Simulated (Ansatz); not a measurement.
**Ni: one cell, many SCF starts**

How much does the result for Ni depend on the starting moments? The same cell is run from several starts. Ni is taken in the measured crystal structure (space group Fm-3m, primitive cell doubled), 2 atoms in the cell. Source: COD entry 9013029, which need not be the ambient phase.

The COD cell was measured well above room temperature, so it is larger than a cold one.

Computed with Ansatz 0.2.0 (DFT PBE, PAW, plane waves, scalar-relativistic, unless a step's input says otherwise).

**1. The starting structure**

The structure is cubic, space group Fm-3m (No. 225). The conventional cell has a = 3.571 Å, b = 3.571 Å, c = 3.571 Å, α = 90.00°, β = 90.00°, γ = 90.00°. Ni (site symmetry m-3m) is surrounded by 12 Ni at 2.53 Å.

Structure file:

```
Ni
1.0
     0.00000   -1.78550   -1.78550
    -3.57100   -1.78550   -1.78550
     0.00000    1.78550   -1.78550
Ni
2
Direct
  0.00000 0.00000 0.00000
  0.00000 0.50000 0.50000
```

Atoms are counted from 1 in the order of input.yaml (Ni2 and so on).

First come: parallel moments, plain SCF; opposed moments +-, plain SCF; no spin polarisation; spin on, no moments given (the program may seed its own), plain SCF. Further starts follow from what these give.

A plain SCF has the search for lower states switched off and ends at the first converged state. 

The total moment includes the space between the atomic spheres.

**2. Parallel moments, plain SCF**

The input, input.yaml:

```yaml
crystal:
  lattice:
    - [0.0, -1.7855, -1.7855]
    - [-3.571, -1.7855, -1.7855]
    - [0.0, 1.7855, -1.7855]
  atoms:
    - { symbol: Ni, position: [0.0, 0.0, 0.0], spin: 2.0 }
    - { symbol: Ni, position: [0.0, 0.5, 0.5], spin: 2.0 }
magnetization:
  spin_polarized: true
hamiltonian:
  xc: pbe
  pseudopotentials: { kind: paw }
basis:
  ecutwfc: 420
kpoints:
  mp_grid: { grid: [13, 8, 11] }
scf:
  occupations: { method: gaussian, width: 0.1 }
  lower_state_search: "off"
output:
  forces: true
  stress: true
```

Launch:

```console
> ansatz run input.yaml --threads 2 --pin off --max-ram 5120MiB --backend cpu --events-out ev --progress --plain --runs-dir out
```

Log (excerpt; [...] marks lines left out):

```text
Warning: crystal.symmetry: narrowed to the stabiliser of the k-point mesh — unitary ops 32 → 8; excluded 24 operations that carry a point of the 13×8×11 mesh (shift [0, 0, 0]) off the mesh (the run samples exactly the mesh kpoints.mp_grid names, as under crystal.symmetry.detect: false, [...]
Pseudopotentials: kind: paw
Pseudopotential: Ni, paw, valence charge 18, recommended cutoff 420 eV (normal), Ni.paw.azcp
Functional definition: PBE
[...]
Crystal: 2 atoms, lattice volume = 22.769 Å³
Basis set: ecut = 420 eV, 451 PW (Γ), exchange–correlation on 36×60×36 points (8 copies of the dense FFT grid, shifted against one another)
Bands: 24, of which v1, the nominal top of the filled ones, is band 18 counted from 1 (17 counted from 0)
Symmetry: 8 space group operations
k-points: 318 of 1144
[...]
Starting moments: Σ|m| = 4 μB on 2 of 2 sites
[...]
SCF iter   1: F=—  HF=-11678.888335 eV  |F-HF|=—  |Δ(HF+E_count)|=         —  Δρ=1.28e-1 (↑1.09e-1 ↓1.28e-1)  dr2=5.06e-2  dr2_m=2.91e0  M=1.875 μB ∫|m|=2.102 μB  β_m=0.30  ethr=1.41e-4  ⟨swp⟩=1.0  Hψ=75085  notcnv=0
[...]
spin-set hold released at iteration 1 (the charge has settled, or the pull on large starting moments outlasts its swing): the magnetisation degrees of freedom join the quasi-Newton model from the next iteration; the mixer history was flushed
[...]
SCF iter  10: F=-11679.425151 eV  HF=-11679.425151 eV  |F-HF|=3.32e-9  |Δ(HF+E_count)|=   7.90e-9  Δρ=8.07e-6 (↑1.78e-6 ↓8.07e-6)  dr2=6.00e-9  dr2_m=2.85e-9  M=1.272 μB ∫|m|=1.468 μB  ethr=5.24e-11  ⟨swp⟩=2.2  Hψ=46322  notcnv=0
[...]
SCF converged after 10 iterations
Magnetization: 1.2722 μB (18.6361 up, 17.3639 down)
Absolute magnetization: 1.4701 μB (∫|ρ↑−ρ↓|, with the PAW one-centre terms)
Spin contamination: 0.0154 ħ² per cell (⟨S²⟩ above its minimum at these occupations)
Per-site moments (μB) at R_I (Å): [(0.6773438974602214, 1.0415948051920791), (0.6773438974602212, 1.0415948051920791)]
Free energy (F): -11679.425151 eV
[...]
E sigma→0 (E₀):  -11679.416316 eV
Entropy (-TS):   -0.017669 eV (-8.834 meV/atom)
Fermi energy:    17.178345 eV
[...]
--- Forces (eV/Å), atoms counted from 1 ---
  atom   1  Ni     0.00000000     0.00000000     0.00000000
  atom   2  Ni     0.00000000     0.00000000     0.00000000
[...]
--- Stress (GPa, compression-positive) ---
       -7.849189      -0.023357      -0.023357
       -0.023357      -8.121548      -0.020404
       -0.023357      -0.020404      -8.121548
  P = ⅓ Tr σ = -8.0308 GPa (-80.308 kbar)
```

Wall time 6.5 s (2 threads of Intel Xeon 6975P-C (Granite Rapids), shared host); peak memory 0.53 GiB.

Result: ferromagnetic, site moments Ni1 0.68, Ni2 0.68 μB, total 1.27 μB per cell, no gap on the k-mesh.

**3. Opposed moments +-, plain SCF**

input.yaml, as its differences from that of step 2:

```diff
@@ -7,3 +7,3 @@
     - { symbol: Ni, position: [0.0, 0.0, 0.0], spin: 2.0 }
-    - { symbol: Ni, position: [0.0, 0.5, 0.5], spin: 2.0 }
+    - { symbol: Ni, position: [0.0, 0.5, 0.5], spin: -2.0 }
 magnetization:
```

Launch:

```console
> ansatz run input.yaml --threads 2 --pin off --max-ram 5120MiB --backend cpu --events-out ev --progress --plain --runs-dir out
```

Log:

```text
Warning: crystal.symmetry: narrowed to the stabiliser of the k-point mesh — unitary ops 16 → 4; excluded 12 operations that carry a point of the 13×8×11 mesh (shift [0, 0, 0]) off the mesh (the run samples exactly the mesh kpoints.mp_grid names, as under crystal.symmetry.detect: false, and its converged state has the mesh's symmetry, not the crystal's; ε∞, the Born charges and the force constants of a linear response (`dielectric:` by the response, `phonons.method: dfpt`) are averaged over those of the crystal's operations that the state keeps within a tolerance, where `mesh_tensors`, `unaveraged_element` or `gamma_mean_max_change_ev_ang2` stands beside them; a row that `dielectric.field_direction` solves alone is averaged likewise, with nothing beside; a Γ-centred mesh of equal divisions is mapped onto itself by every operation and keeps the whole group, as does a half-shifted one under kpoints.further_shifts: images)
[... 11 lines as in an earlier run ...]
Symmetry: 4 space group operations
[... 5 lines as in an earlier run ...]
Starting moments: Σ|m| = 4 μB on 2 of 2 sites
[... 2 lines as in an earlier run ...]
spin-down is spin-up translated by (0, 0.5, 0.5): one eigenproblem is solved per k-point and the antiferromagnetic symmetry of the starting moments is kept exactly by this SCF (crystal.symmetry.spin_inversion_symmetry: false solves both channels; [...]
iter 1 solved again at ethr=3.22e-4 eV; its pass at ethr=3.10e-3 eV (dr2=1.16e-1 eV) is discarded
SCF iter   1: F=—  HF=-11678.485825 eV  |F-HF|=—  |Δ(HF+E_count)|=         —  Δρ=1.44e-1 (↑1.44e-1 ↓1.44e-1)  dr2=1.16e-1  dr2_m=4.25e0  M=0.000 μB ∫|m|=1.783 μB  β_m=0.30  ethr=3.22e-4  ⟨swp⟩=1.3  Hψ=38002  notcnv=0
Mixer restart at iter 1: flushing history
preconditioner: auto → none  [metal: Δε(μ)=0.001 eV  Ē_g=11.295 eV  σ=0.100 eV  W_gap=0.01  n_scr=6 (ndim 8)  ℏωp=34.8 eV  f_vac=0.000  D(μ)=6.76/eV (n_scr^D=144)  sad-step TF]
[... 1 line as in an earlier run ...]
SCF iter   2: F=—  HF=-11678.758885 eV  |F-HF|=—  |Δ(HF+E_count)|=   2.73e-1  Δρ=1.16e-1 (↑1.16e-1 ↓1.16e-1)  dr2=3.72e-2  dr2_m=2.77e0  M=0.000 μB ∫|m|=1.589 μB  β_m=0.54  ethr=3.22e-4  ⟨swp⟩=2.4  Hψ=11849  notcnv=0
SCF iter   3: F=—  HF=-11679.381491 eV  |F-HF|=—  |Δ(HF+E_count)|=   6.23e-1  Δρ=4.88e-2 (↑4.88e-2 ↓4.88e-2)  dr2=6.26e-1  dr2_m=2.39e-1  M=0.000 μB ∫|m|=0.803 μB  β_m=0.49  ethr=1.03e-4  ⟨swp⟩=2.4  Hψ=16867  notcnv=0  defer=218
SCF iter   4: F=—  HF=-11679.310194 eV  |F-HF|=—  |Δ(HF+E_count)|=   7.13e-2  Δρ=1.78e-2 (↑1.78e-2 ↓1.78e-2)  dr2=9.32e-2  dr2_m=2.26e-2  M=0.000 μB ∫|m|=0.537 μB  β_m=0.45  ethr=1.03e-4  ⟨swp⟩=2.6  Hψ=16739  notcnv=0  defer=377
SCF iter   5: F=—  HF=-11679.302712 eV  |F-HF|=—  |Δ(HF+E_count)|=   7.48e-3  Δρ=6.38e-3 (↑6.38e-3 ↓6.38e-3)  dr2=1.38e-2  dr2_m=2.09e-3  M=0.000 μB ∫|m|=0.430 μB  β_m=0.73  ethr=1.03e-4  ⟨swp⟩=2.2  Hψ=13000  notcnv=0  defer=385
SCF iter   6: F=—  HF=-11679.306282 eV  |F-HF|=—  |Δ(HF+E_count)|=   3.57e-3  Δρ=2.45e-3 (↑2.45e-3 ↓2.45e-3)  dr2=2.46e-3  dr2_m=7.26e-5  M=0.000 μB ∫|m|=0.378 μB  β_m=0.77  ethr=3.83e-5  ⟨swp⟩=2.2  Hψ=11306  notcnv=0  defer=385
SCF iter   7: F=—  HF=-11679.305997 eV  |F-HF|=—  |Δ(HF+E_count)|=   2.85e-4  Δρ=4.26e-4 (↑4.26e-4 ↓4.26e-4)  dr2=3.01e-5  dr2_m=7.74e-6  M=0.000 μB ∫|m|=0.373 μB  β_m=0.72  ethr=6.83e-6  ⟨swp⟩=2.6  Hψ=10535  notcnv=0  defer=385
SCF iter   8: F=—  HF=-11679.305996 eV  |F-HF|=—  |Δ(HF+E_count)|=   1.02e-6  Δρ=2.01e-4 (↑2.01e-4 ↓2.01e-4)  dr2=1.49e-6  dr2_m=7.40e-6  M=0.000 μB ∫|m|=0.373 μB  β_m=0.86  ethr=8.37e-8  ⟨swp⟩=2.1  Hψ=12567  notcnv=0  defer=385
SCF iter   9: F=—  HF=-11679.306009 eV  |F-HF|=—  |Δ(HF+E_count)|=   1.34e-5  Δρ=1.45e-4 (↑1.45e-4 ↓1.45e-4)  dr2=1.45e-6  dr2_m=2.54e-6  M=0.000 μB ∫|m|=0.369 μB  β_m=0.82  ethr=4.15e-9  ⟨swp⟩=2.0  Hψ=13088  notcnv=0  defer=385
SCF iter  10: F=—  HF=-11679.306012 eV  |F-HF|=—  |Δ(HF+E_count)|=   2.51e-6  Δρ=8.81e-5 (↑8.81e-5 ↓8.81e-5)  dr2=9.30e-7  dr2_m=7.93e-7  M=0.000 μB ∫|m|=0.367 μB  β_m=0.76  ethr=4.04e-9  ⟨swp⟩=2.1  Hψ=12150  notcnv=0  defer=385
SCF iter  11: F=—  HF=-11679.306012 eV  |F-HF|=—  |Δ(HF+E_count)|=   5.46e-7  Δρ=2.89e-5 (↑2.89e-5 ↓2.89e-5)  dr2=2.67e-8  dr2_m=1.55e-7  M=0.000 μB ∫|m|=0.365 μB  β_m=0.88  ethr=2.78e-10  ⟨swp⟩=3.5  Hψ=29443  notcnv=0
iter 12 did not close the SCF: its close was put off for a magnetic moment that had not settled (scf_convergence_deferred on its scf_iter line)
SCF iter  12: F=-11679.306012 eV  HF=-11679.306012 eV  |F-HF|=2.66e-9  |Δ(HF+E_count)|=   2.30e-7  Δρ=7.08e-6 (↑7.08e-6 ↓7.08e-6)  dr2=3.05e-9  dr2_m=6.62e-9  M=0.000 μB ∫|m|=0.364 μB  β_m=0.94  ethr=7.43e-11  ⟨swp⟩=4.0  Hψ=24623  notcnv=0
iter 13 did not close the SCF: its close was put off for a magnetic moment that had not settled (scf_convergence_deferred on its scf_iter line)
SCF iter  13: F=-11679.306012 eV  HF=-11679.306012 eV  |F-HF|=1.07e-8  |Δ(HF+E_count)|=   1.07e-8  Δρ=7.40e-6 (↑7.40e-6 ↓7.40e-6)  dr2=1.42e-8  dr2_m=2.48e-9  M=0.000 μB ∫|m|=0.364 μB  β_m=0.97  ethr=8.49e-12  ⟨swp⟩=1.8  Hψ=23072  notcnv=0
iter 14 did not close the SCF: its close was put off for a magnetic moment that had not settled (scf_convergence_deferred on its scf_iter line)
SCF iter  14: F=-11679.306012 eV  HF=-11679.306012 eV  |F-HF|=1.39e-8  |Δ(HF+E_count)|=   4.36e-9  Δρ=6.48e-6 (↑6.48e-6 ↓6.48e-6)  dr2=1.44e-8  dr2_m=1.25e-9  M=0.000 μB ∫|m|=0.364 μB  β_m=0.88  ethr=8.49e-12  ⟨swp⟩=1.7  Hψ=23059  notcnv=0
iter 15 did not close the SCF: its close was put off for a magnetic moment that had not settled (scf_convergence_deferred on its scf_iter line)
SCF iter  15: F=-11679.306012 eV  HF=-11679.306012 eV  |F-HF|=3.76e-8  |Δ(HF+E_count)|=   5.54e-9  Δρ=9.24e-6 (↑9.24e-6 ↓9.24e-6)  dr2=3.80e-8  dr2_m=7.32e-10  M=0.000 μB ∫|m|=0.364 μB  β_m=0.63  ethr=8.49e-12  ⟨swp⟩=2.0  Hψ=26108  notcnv=0  recentre
SCF iter  16: F=-11679.306012 eV  HF=-11679.306012 eV  |F-HF|=5.82e-11  |Δ(HF+E_count)|=   6.23e-9  Δρ=1.16e-6 (↑1.16e-6 ↓1.16e-6)  dr2=1.09e-10  dr2_m=1.48e-10  M=0.000 μB ∫|m|=0.364 μB  ethr=8.49e-12  ⟨swp⟩=1.9  Hψ=24049  notcnv=0
SCF 1 converged in 16 iterations: F = -11679.306012 eV  dr2 = 1.09e-10
SCF converged after 16 iterations
Magnetization: 0.0000 μB (18.0000 up, 18.0000 down)
Absolute magnetization: 0.3645 μB (∫|ρ↑−ρ↓|, with the PAW one-centre terms)
Spin contamination: 0.1323 ħ² per cell (⟨S²⟩ above its minimum at these occupations)
Per-site moments (μB) at R_I (Å): [(0.17953223942598426, 1.0415948051920791), (-0.17953223942598426, 1.0415948051920791)]
Free energy (F): -11679.306012 eV
Harris-Foulkes:  -11679.306012 eV  (|F-HF|=5.82e-11)
Internal energy: -11679.270235 eV  (E = F + TS)
E sigma→0 (E₀):  -11679.288124 eV
Entropy (-TS):   -0.035778 eV (-17.889 meV/atom)
Fermi energy:    16.975414 eV
--- Per-component energies (eV) ---
  E_band       = -600.339056
  E_kinetic    = 562.942716
  E_local      = -7025.252216  (includes V_loc(G=0)·N_el)
  E_nonlocal   = 1272.643495
  E_hartree    = 2929.795151
  E_xc         = -168.647510
  E_vxc        = -217.404753  (∫ρ·V_xc dr)
  E_paw        = -3260.664337  (= ΣΔE_a)
  E_vpaw       = -1052.859775  (= ΣTr[D̂ρ^β])
  E_aug_tail   = 0.000916  (compensation charges beyond the density's cutoff)
  E_ewald      = -5990.088449
  E_smearing   = -0.035778  (= −TS)
  E_closure    = -0.000000  (closes the sum)
  Σ components = -11679.306012   (vs F -11679.306012, Δ=0.00e0)
--- Forces (eV/Å), atoms counted from 1 ---
  atom   1  Ni     0.00000000     0.00000000    -0.00000000
  atom   2  Ni     0.00000000    -0.00000000     0.00000000
  max |Σ_I F_I| component: 1.06e-29 eV/Å
--- Stress (GPa, compression-positive) ---
       -9.017917      -0.006858      -0.006858
       -0.006858      -8.711026      -0.107183
       -0.006858      -0.107183      -8.711026
  P = ⅓ Tr σ = -8.8133 GPa (-88.133 kbar)
```

It took 5.2 s on 2 threads of Intel Xeon 6975P-C (Granite Rapids), shared host; peak memory 0.51 GiB.

The state reached is antiferromagnetic (magnetic neighbours of Ni1 with a moment over 0.3 of its own that point the other way: 8 of 12 at 2.53 Å, 0 of 6 at 3.57 Å), site moments Ni1 0.18, Ni2 -0.18 μB, total 0.00 μB per cell, no gap on the k-mesh. It lies 59.6 meV/atom above the lowest state so far (step 2).

**4. No spin polarisation**

input.yaml, as its differences from that of step 3:

```diff
@@ -6,6 +6,4 @@
   atoms:
-    - { symbol: Ni, position: [0.0, 0.0, 0.0], spin: 2.0 }
-    - { symbol: Ni, position: [0.0, 0.5, 0.5], spin: -2.0 }
-magnetization:
-  spin_polarized: true
+    - { symbol: Ni, position: [0.0, 0.0, 0.0] }
+    - { symbol: Ni, position: [0.0, 0.5, 0.5] }
 hamiltonian:
```

Launch:

```console
> ansatz run input.yaml --threads 2 --pin off --max-ram 5120MiB --backend cpu --events-out ev --progress --plain --runs-dir out
```

Log (excerpt; [...] marks lines left out):

```text
[... 11 lines as in an earlier run ...]
Bands: 22, of which v1, the nominal top of the filled ones, is band 18 counted from 1 (17 counted from 0)
[... 5 lines as in an earlier run ...]
[...]
[... 2 lines as in an earlier run ...]
SCF iter   1: F=—  HF=-11679.304038 eV  |F-HF|=—  |Δ(HF+E_count)|=         —  Δρ=3.93e-3  dr2=9.28e-4  ethr=1.77e-3  ⟨swp⟩=4.5  Hψ=25326  notcnv=0
[...]
SCF iter   6: F=-11679.304109 eV  HF=-11679.304109 eV  |F-HF|=2.51e-9  |Δ(HF+E_count)|=   4.53e-8  Δρ=1.09e-5  dr2=4.62e-9  ethr=1.62e-10  ⟨swp⟩=2.9  Hψ=26372  notcnv=0
[...]
SCF converged after 6 iterations
Free energy (F): -11679.304109 eV
[...]
E sigma→0 (E₀):  -11679.283109 eV
Entropy (-TS):   -0.042000 eV (-21.000 meV/atom)
Fermi energy:    16.966758 eV
[...]
--- Forces (eV/Å), atoms counted from 1 ---
  atom   1  Ni     0.00000000    -0.00000000     0.00000000
  atom   2  Ni     0.00000000    -0.00000000    -0.00000000
[...]
--- Stress (GPa, compression-positive) ---
       -9.025997      -0.006938      -0.006938
       -0.006939      -8.982609      -0.101677
       -0.006939      -0.101677      -8.982609
  P = ⅓ Tr σ = -8.9971 GPa (-89.971 kbar)
```

Wall time 1.9 s (2 threads of Intel Xeon 6975P-C (Granite Rapids), shared host); peak memory 0.43 GiB.

The state reached is non-magnetic (no spin polarisation), no gap on the k-mesh. It lies 60.5 meV/atom above the lowest state so far (step 2).

**5. Spin on, no moments given (the program may seed its own), plain SCF**

input.yaml, as its differences from that of step 4:

```diff
@@ -21 +21,3 @@
   stress: true
+magnetization:
+  spin_polarized: true
```

Launch:

```console
> ansatz run input.yaml --threads 2 --pin off --max-ram 5120MiB --backend cpu --events-out ev --progress --plain --runs-dir out
```

Log (excerpt; [...] marks lines left out):

```text
[... 1 line as in an earlier run ...]
band count auto-derived: 24 (N_el = 36.0; filled up to band 18; 22 by the electrons, moments and atoms)
[... 19 lines as in an earlier run ...]
[...]
SCF iter   1: F=—  HF=-11678.014486 eV  |F-HF|=—  |Δ(HF+E_count)|=         —  Δρ=1.79e-1 (↑1.79e-1 ↓1.74e-1)  dr2=1.18e-2  dr2_m=6.47e0  M=2.585 μB ∫|m|=2.585 μB  ethr=6.52e-4  ⟨swp⟩=1.3  Hψ=37996  notcnv=0
[...]
SCF iter  11: F=-11679.425151 eV  HF=-11679.425151 eV  |F-HF|=8.00e-11  |Δ(HF+E_count)|=   5.40e-9  Δρ=3.51e-6 (↑9.06e-7 ↓3.51e-6)  dr2=9.00e-10  dr2_m=6.21e-10  M=1.272 μB ∫|m|=1.468 μB  ethr=4.62e-11  ⟨swp⟩=2.0  Hψ=45470  notcnv=0
[...]
SCF converged after 11 iterations
Magnetization: 1.2722 μB (18.6361 up, 17.3639 down)
Absolute magnetization: 1.4701 μB (∫|ρ↑−ρ↓|, with the PAW one-centre terms)
Spin contamination: 0.0154 ħ² per cell (⟨S²⟩ above its minimum at these occupations)
Per-site moments (μB) at R_I (Å): [(0.6773545927475142, 1.0415948051920791), (0.6773545927475139, 1.0415948051920791)]
Free energy (F): -11679.425151 eV
[...]
E sigma→0 (E₀):  -11679.416316 eV
Entropy (-TS):   -0.017669 eV (-8.834 meV/atom)
Fermi energy:    17.178315 eV
[... 24 lines left out: energy terms, forces, stress ...]
```

Wall time 6.6 s (2 threads of Intel Xeon 6975P-C (Granite Rapids), shared host); peak memory 0.53 GiB.

The run ends in the same state as step 2 (ferromagnetic); it took 11 iterations.

**6. Parallel moments scaled by 0.1, plain SCF**

input.yaml, as its differences from that of step 5:

```diff
@@ -6,4 +6,6 @@
   atoms:
-    - { symbol: Ni, position: [0.0, 0.0, 0.0] }
-    - { symbol: Ni, position: [0.0, 0.5, 0.5] }
+    - { symbol: Ni, position: [0.0, 0.0, 0.0], spin: 0.2 }
+    - { symbol: Ni, position: [0.0, 0.5, 0.5], spin: 0.2 }
+magnetization:
+  spin_polarized: true
 hamiltonian:
@@ -21,3 +23 @@
   stress: true
-magnetization:
-  spin_polarized: true
```

Launch:

```console
> ansatz run input.yaml --threads 2 --pin off --max-ram 5120MiB --backend cpu --events-out ev --progress --plain --runs-dir out
```

Log (excerpt; [...] marks lines left out):

```text
[... 11 lines as in an earlier run ...]
Bands: 23, of which v1, the nominal top of the filled ones, is band 18 counted from 1 (17 counted from 0)
[... 6 lines as in an earlier run ...]
Starting moments: Σ|m| = 0.4 μB on 2 of 2 sites
[... 2 lines as in an earlier run ...]
[...]
SCF iter   1: F=—  HF=-11679.342925 eV  |F-HF|=—  |Δ(HF+E_count)|=         —  Δρ=5.10e-2 (↑5.10e-2 ↓1.54e-2)  dr2=2.33e-1  dr2_m=1.81e-1  M=0.708 μB ∫|m|=0.719 μB  β_m=1.00  ethr=6.47e-4  ⟨swp⟩=1.0  Hψ=72452  notcnv=0
[...]
spin-set hold released at iteration 6 (site moments contracting): the magnetisation degrees of freedom join the quasi-Newton model from the next iteration; the mixer history was flushed
[...]
SCF iter  13: F=-11679.425151 eV  HF=-11679.425151 eV  |F-HF|=1.78e-9  |Δ(HF+E_count)|=   2.49e-7  Δρ=4.94e-6 (↑4.94e-6 ↓3.21e-6)  dr2=5.13e-9  dr2_m=1.41e-9  M=1.272 μB ∫|m|=1.468 μB  ethr=2.78e-10  ⟨swp⟩=3.2  Hψ=60088  notcnv=0
[...]
SCF converged after 13 iterations
Magnetization: 1.2722 μB (18.6361 up, 17.3639 down)
Absolute magnetization: 1.4701 μB (∫|ρ↑−ρ↓|, with the PAW one-centre terms)
Spin contamination: 0.0154 ħ² per cell (⟨S²⟩ above its minimum at these occupations)
Per-site moments (μB) at R_I (Å): [(0.6773429161135691, 1.0415948051920791), (0.6773429161135689, 1.0415948051920791)]
Free energy (F): -11679.425151 eV
[...]
E sigma→0 (E₀):  -11679.416316 eV
Entropy (-TS):   -0.017669 eV (-8.835 meV/atom)
Fermi energy:    17.178275 eV
[... 24 lines left out: energy terms, forces, stress ...]
```

Run time: 7.5 s. Hardware: 2 threads of Intel Xeon 6975P-C (Granite Rapids), shared host; peak memory 0.52 GiB.

Nothing new: the 13 iterations lead to the state found in step 2 (ferromagnetic).

**7. Moments ++ scaled by 1.4, plain SCF**

input.yaml, as its differences from that of step 6:

```diff
@@ -6,4 +6,4 @@
   atoms:
-    - { symbol: Ni, position: [0.0, 0.0, 0.0], spin: 0.2 }
-    - { symbol: Ni, position: [0.0, 0.5, 0.5], spin: 0.2 }
+    - { symbol: Ni, position: [0.0, 0.0, 0.0], spin: 2.8 }
+    - { symbol: Ni, position: [0.0, 0.5, 0.5], spin: 2.8 }
 magnetization:
```

Launch:

```console
> ansatz run input.yaml --threads 2 --pin off --max-ram 5120MiB --backend cpu --events-out ev --progress --plain --runs-dir out
```

Log (excerpt; [...] marks lines left out):

```text
[... 11 lines as in an earlier run ...]
Bands: 25, of which v1, the nominal top of the filled ones, is band 18 counted from 1 (17 counted from 0)
[... 6 lines as in an earlier run ...]
Starting moments: Σ|m| = 5.6 μB on 2 of 2 sites
[... 2 lines as in an earlier run ...]
[...]
SCF iter   1: F=—  HF=-11677.869942 eV  |F-HF|=—  |Δ(HF+E_count)|=         —  Δρ=1.98e-1 (↑1.92e-1 ↓1.98e-1)  dr2=1.33e-2  dr2_m=7.92e0  M=2.198 μB ∫|m|=2.385 μB  β_m=0.30  ethr=3.71e-5  ⟨swp⟩=1.7  Hψ=81071  notcnv=0
[...]
spin-set hold released at iteration 16 (site moments' squared step at or under half its running peak, from the soft ceiling on): the magnetisation degrees of freedom join the quasi-Newton model from the next iteration; the mixer history was flushed
[...]
SCF iter  22: F=-11679.425151 eV  HF=-11679.425151 eV  |F-HF|=2.02e-9  |Δ(HF+E_count)|=   1.56e-8  Δρ=5.86e-6 (↑2.16e-6 ↓5.86e-6)  dr2=3.30e-9  dr2_m=1.16e-9  M=1.272 μB ∫|m|=1.468 μB  ethr=2.78e-10  ⟨swp⟩=3.0  Hψ=53658  notcnv=0
[...]
SCF converged after 22 iterations
Magnetization: 1.2722 μB (18.6361 up, 17.3639 down)
Absolute magnetization: 1.4701 μB (∫|ρ↑−ρ↓|, with the PAW one-centre terms)
Spin contamination: 0.0154 ħ² per cell (⟨S²⟩ above its minimum at these occupations)
Per-site moments (μB) at R_I (Å): [(0.6773504821861702, 1.0415948051920791), (0.6773504821861701, 1.0415948051920791)]
Free energy (F): -11679.425151 eV
[...]
E sigma→0 (E₀):  -11679.416316 eV
Entropy (-TS):   -0.017669 eV (-8.834 meV/atom)
Fermi energy:    17.178302 eV
[... 24 lines left out: energy terms, forces, stress ...]
```

It took 10 s on 2 threads of Intel Xeon 6975P-C (Granite Rapids), shared host; peak memory 0.53 GiB.

Nothing new: the 22 iterations lead to the state found in step 2 (ferromagnetic).

(Part 1 of 2 ends here.)
